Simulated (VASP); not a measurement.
# MgO (P6_3mc) in VASP: a series of runs

One crystal, MgO, is run at these levels: PBEsol; tasks: single point.

Everything below comes from runs of VASP 6.6.1. Logs are shortened: lines on timing, memory, paths and dates and some standing lists are left out, and cuts for length are marked.

### Step 1. The undisturbed crystal

The structure is hexagonal, space group P6_3mc (No. 186). The conventional cell has a = 3.308 Å, b = 3.308 Å, c = 4.983 Å, α = 90.00°, β = 90.00°, γ = 120.00°. Around Mg (site symmetry 3m) lie 4 O at 1.97 to 1.99 Å. O (site symmetry 3m) is surrounded by 4 Mg at 1.97 to 1.99 Å.

Measurements of this composition are mostly on another form, of space group No. 225.

### Step 2. Single point, PBEsol (strained and moved within a subgroup)

The input, INCAR:

```
PREC     = Accurate       # precision mode
ENCUT    = 520            # plane-wave cutoff, eV
EDIFF    = 1E-6           # SCF threshold, eV
ISMEAR   = 0              # smearing method
SIGMA    = 0.02           # smearing width, eV
LREAL    = F              # projectors in reciprocal space
LASPH    = T              # aspherical terms in the spheres
NELM     = 100            # most SCF steps
ALGO     = Fast           # electronic algorithm
ISIF     = 2              # what is computed and relaxed
LWAVE    = F              # write WAVECAR
LCHARG   = T              # write CHGCAR
GGA      = PS             # functional
LELF     = T              # ELF
LVHAR    = T            
NBANDS   = 16             # bands
```

The input, KPOINTS:

```
Automatic mesh
0
Gamma
  9 9 6
```

The input, POSCAR:

```
MgO
1.0
    3.4295135476      0.0106510741      0.0074755986
   -1.7055326731      2.9540639033     -0.0149384931
    0.0112613126     -0.0194830673      5.0822403305
Mg O
2 2
Direct
    0.3488403806      0.6020440785      0.0140877234
    0.6511596194      0.2532036879      0.5140877234
    0.3205920150      0.7326721293      0.3905122766
    0.6794079850      0.4120801043      0.8905122766
```

Potentials or basis: VASP PAW PBE potentials, release 64 (Mg, O).

Command:

```sh
$ cat potpaw_PBE.64/Mg/POTCAR potpaw_PBE.64/O/POTCAR > POTCAR
$ mpirun -np 1 vasp_std > vasp.out
```

OUTCAR:

```text
PREC = Accurate
   ENCUT = 520
   EDIFF = 1E-6
   ISMEAR = 0
   LREAL = F
   LASPH = T
   NELM = 100
   ISIF = 2
   GGA = PS

 ion  position               nearest neighbor table
   1  0.349  0.602  0.014-   4 1.68   3 1.97   4 2.15   4 2.49   2 3.18   2 3.18   2 3.20   2 3.20
                             2 3.28   2 3.28
   2  0.651  0.253  0.514-   3 1.68   4 1.97   3 2.15   3 2.49   1 3.18   1 3.18   1 3.20   1 3.20
                             1 3.28   1 3.28
   3  0.321  0.733  0.391-   2 1.68   1 1.97   2 2.15   2 2.49
   4  0.679  0.412  0.891-   1 1.68   2 1.97   1 2.15   1 2.49

  LATTYP: Found a base centered monoclinic cell.
 ALAT       =     3.4110934321
 B/A-ratio  =     1.7445256872
 C/A-ratio  =     1.4899299162
 COS(beta)  =    -0.0088071243

  Lattice vectors:

 A1 = (   1.7239808745,   2.9647149774,  -0.0074628945)
 A2 = (  -3.4295135476,  -0.0106510741,  -0.0074755986)
 A3 = (   0.0112613126,  -0.0194830673,   5.0822403305)

Analysis of symmetry for initial positions (statically):
=====================================================================
 Subroutine PRICEL returns:
 Original cell was already a primitive cell.

 Routine SETGRP: Setting up the symmetry group for a
 base centered monoclinic supercell.

 Subroutine GETGRP returns: Found  2 space group operations
 (whereof  1 operations were pure point group operations)
 out of a pool of  4 trial point group operations.

The static configuration has the point symmetry C_1 .
 The point group associated with its full space group is C_1h.

Analysis of symmetry for dynamics (positions and initial velocities):
=====================================================================
 Subroutine PRICEL returns:
 Original cell was already a primitive cell.

 Routine SETGRP: Setting up the symmetry group for a
 base centered monoclinic supercell.

 Subroutine GETGRP returns: Found  2 space group operations
 (whereof  1 operations were pure point group operations)
 out of a pool of  4 trial point group operations.

The dynamic configuration has the point symmetry C_1 .
 The point group associated with its full space group is C_1h.

 Subroutine INISYM returns: Found  2 space group operations
 (whereof  1 operations are pure point group operations),
 and found     1 'primitive' translations

----------------------------------------------------------------------------------------

                                     Primitive cell

  volume of cell :      51.5795
[... 98 lines left out ...]
   NFREE  =      0    steps in history (QN), initial steepest desc. (CG)
   ISIF   =      2    stress and relaxation
   ISYM   =      2    0-nonsym 1-usesym 2-fastsym
   POTIM  = 0.5000    time-step for ionic-motion
   TEBEG  =    0.0;   TEEND  =   0.0 temperature during run
   PSTRESS=    0.0 pullay stress
   NELECT =      16.0000    total number of electrons
   NUPDOWN=      -1.0000    fix difference up-down
   EMIN   =  10.00;   EMAX   =-10.00  energy-range for DOS
   EFERMI =   0.00;   METHOD = LEGACY
   ISMEAR =     0;   SIGMA  =   0.02  broadening in eV -4-tet -1-fermi 0-gaus
   EFERMI_NEDOS =   21; number of points for ismear=-14 and -15
   IALGO  =     68    algorithm
   IMIX   =      4    mixing-type and parameters
     AMIX     =   0.40;   BMIX     =  1.00
     AMIX_MAG =   1.60;   BMIX_MAG =  1.00
  volume/ion in A,a.u.               =      12.89        87.02
  Fermi-wavevector in a.u.,A,eV,Ry     =   1.108211  2.094215 16.709742  1.228131
  Thomas-Fermi vector in A             =   2.244735
   LORBIT       =      0    0 simple, 1 ext, 2 COOP (PROOUT), +10 PAW based schemes
   GGA     = PS    functional components
   LHFCALC =     F    Hartree Fock is set to
   AEXX    =    0.0000 exact exchange contribution
   IVDW    =     0    specifies the selected vdW correction
   LEPSILON=     F    determine dielectric tensor
   LRPA    =     F    only Hartree local field effects (RPA)
 non-spin polarized calculation
 RMM-DIIS sequential band-by-band and
 Gauss-broadening in eV      SIGMA  =   0.02
  energy-cutoff  :      520.00
  volume of cell :       51.58
 maximum number of plane-waves:      1409
 NGX is ok and might be reduce to    28
   NGX = 13   NGY = 13   NGZ = 19

 number of electron      15.9999996 magnetization

 Free energy of the ion-electron system (eV)
  ---------------------------------------------------
  ext. energy  EPLUGINS =         0.00000000
  ---------------------------------------------------
  free energy    TOTEN  =       -22.48502428 eV

  energy without entropy =      -22.48502428  energy(sigma->0) =      -22.48502428

 E-fermi :   0.7154     XC(G=0):  -9.5510

 val. band max:        0.6133462574   @ k =   0.0000   0.0000   0.0000
 cond. band min:       3.2348442009   @ k =   0.0000   0.0000   0.0000
 fundamental gap:      2.6214979435
 Fermi energy:         0.7154291307

 k-point     1 :       0.0000    0.0000    0.0000
  band No.  band energies     occupation
      1     -15.4205      2.00000
      2     -14.7033      2.00000
      3      -2.5122      2.00000
      4      -0.3636      2.00000
      5      -0.2344      2.00000
      6       0.1199      2.00000
[... 433 lines left out ...]
      3      -2.0891      2.00000
      4      -1.4743      2.00000
      5      -1.2276      2.00000
      6      -0.7639      2.00000
[... 8 lines left out ...]
     15      14.0389      0.00000
     16      15.2772      0.00000

 [... further k-points ...]

------------------------ aborting loop because EDIFF is reached ----------------------------------------

  FORCE on cell =-STRESS in cart. coord.  units (eV):
  Direction    XX          YY          ZZ          XY          YZ          ZX
  --------------------------------------------------------------------------------------
  -------------------------------------------------------------------------------------
  Total        2.4571013      4.0138981      1.5223004     -1.3482150      4.1007942     -2.3675902
  in kB       76.3231766    124.6808388     47.2861253    -41.8786367    127.3800272    -73.5427565
  external PRESSURE =      82.7633802 kB  Pullay stress =       0.0000000 kB

 VOLUME and BASIS-vectors are now :
 -----------------------------------------------------------------------------
  energy-cutoff  :      520.00
  volume of cell :       51.58
      direct lattice vectors                 reciprocal lattice vectors
     3.429513548  0.010651074  0.007475599     0.291064641  0.168046549 -0.000000730
    -1.705532673  2.954063903 -0.014938493    -0.001052297  0.337915730  0.001297752
     0.011261313 -0.019483067  5.082240331    -0.000431228  0.000746069  0.196767435

 POSITION                                       TOTAL-FORCE (eV/Angst)
 -----------------------------------------------------------------------------------
      0.16971      1.78192      0.06521        -5.279897      2.258897      1.546076
      1.80710      0.74490      2.61380         0.683688      5.701968      1.546091
     -0.14572      2.16017      1.97613        -0.485414     -5.587495     -1.546090
      1.63725      1.20720      4.52472         5.081622     -2.373371     -1.546077
 -----------------------------------------------------------------------------------
    total drift:                                0.000547     -0.000445      0.000892

  FREE ENERGIE OF THE ION-ELECTRON SYSTEM (eV)
  ---------------------------------------------------
  free  energy   TOTEN  =       -22.4850242826 eV

  energy  without entropy=      -22.4850242826  energy(sigma->0) =      -22.48502428
```

Wall time 87 s (1 thread of Intel Xeon Platinum 8488C (Sapphire Rapids), shared host); peak memory 0.24 GiB.

Results:

| Quantity | Value |
| --- | --- |
| Free energy | -22.4850 eV |
| Pressure | 8.3 GPa |
| Largest force | 5.947 eV/Å |
| Band gap on the k mesh | 2.62 eV, direct |

Forces in eV/Å, atoms in the order of the input:
```
Mg  -5.280  2.259  1.546
Mg   0.684  5.702  1.546
O   -0.485 -5.587 -1.546
O    5.082 -2.373 -1.546
```

Stress tensor (GPa, compression positive):
```
 7.63 -4.19 -7.35
-4.19 12.47 12.74
-7.35 12.74  4.73
```

Levels at points of the mesh, in eV from the valence-band top:
| k point | band 4 | band 5 | band 6 | band 7 | band 8 | band 9 | band 10 | band 11 | band 12 | band 13 |
| --- | --- | --- | --- | --- | --- | --- | --- | --- | --- | --- |
| (0.00, 0.00, 0.00) | -0.98 | -0.85 | -0.49 | -0.23 | 0.00 | 2.62 | 7.23 | 9.29 | 12.93 | 13.37 |
| (0.00, 0.00, 0.50) | -2.08 | -0.85 | -0.85 | -0.25 | -0.25 | 4.99 | 4.99 | 11.92 | 11.92 | 13.36 |

Caveat: the PAW data sets were made with another functional, which shifts forces and pressure a little; an odd mesh through Γ misses points on the zone boundary, where band edges often lie.

### Step 3. Single point, PBEsol (all atoms moved at random, cell strained at random)

The input, INCAR:

```
SYSTEM = MgO
PREC = Accurate ; ENCUT = 520
EDIFF = 1E-6 ; ISMEAR = 0
SIGMA = 0.02 ; LREAL = .FALSE.
LASPH = .TRUE. ; NELM = 100
ALGO = Fast ; ISIF = 2
LWAVE = .FALSE. ; LCHARG = .FALSE.
GGA = PS ; NBANDS = 16
```

The input, KPOINTS:

```
Automatic mesh
0
G
  9 9 6
  0 0 0
```

The input, POSCAR:

```
MgO
1.0
    3.4684792783      0.0265284516     -0.0290092919
   -1.7112653262      2.8923561552      0.0288850763
   -0.0436998722      0.0250140660      5.0967405162
Mg O
2 2
Direct
    0.3409504470      0.6446917366     -0.0187799505
    0.7033059819      0.3789378623      0.4875396858
    0.2872846482      0.6660383161      0.4138111903
    0.6684558997      0.3103320851      0.9266270676
```

Potentials or basis: VASP PAW PBE potentials, release 64 (Mg, O).

Command:

```sh
$ cat potpaw_PBE.64/Mg/POTCAR potpaw_PBE.64/O/POTCAR > POTCAR
$ mpirun -np 1 vasp_std > vasp.out
```

It took 2.4 min on 1 thread of Intel Xeon Platinum 8488C (Sapphire Rapids), shared host; peak memory 0.3 GiB.

The run converged. Its results:

```yaml
Free_energy: -23.9471 eV
Pressure: -6.5 GPa
Largest_force: 3.066 eV/Å
Band_gap_on_the_k_mesh: 2.55 eV, direct
```

Forces on the atoms (eV/Å):
```
Mg  -0.467 -0.178  0.760
Mg  -2.416 -1.634  0.528
O    2.766  1.255 -0.416
O    0.117  0.557 -0.872
```

Stress tensor (GPa, compression positive):
```
 -2.67   4.53  -1.11
  4.53  -4.59  -1.82
 -1.11  -1.82 -12.13
```

Levels at points of the mesh, in eV from the valence-band top:
```
           k point  band 4  band 5  band 6  band 7  band 8  band 9  band 10  band 11  band 12  band 13
(0.00, 0.00, 0.00)   -1.25   -1.02   -0.85   -0.55    0.00    2.55     7.66     9.27    12.65    13.58
(0.00, 0.00, 0.50)   -2.08   -1.07   -1.02   -0.94   -0.62    5.03     5.28    11.79    12.17    13.21
```

Caveat: the PAW data sets were made with another functional, which shifts forces and pressure a little; an odd mesh through Γ misses points on the zone boundary, where band edges often lie.
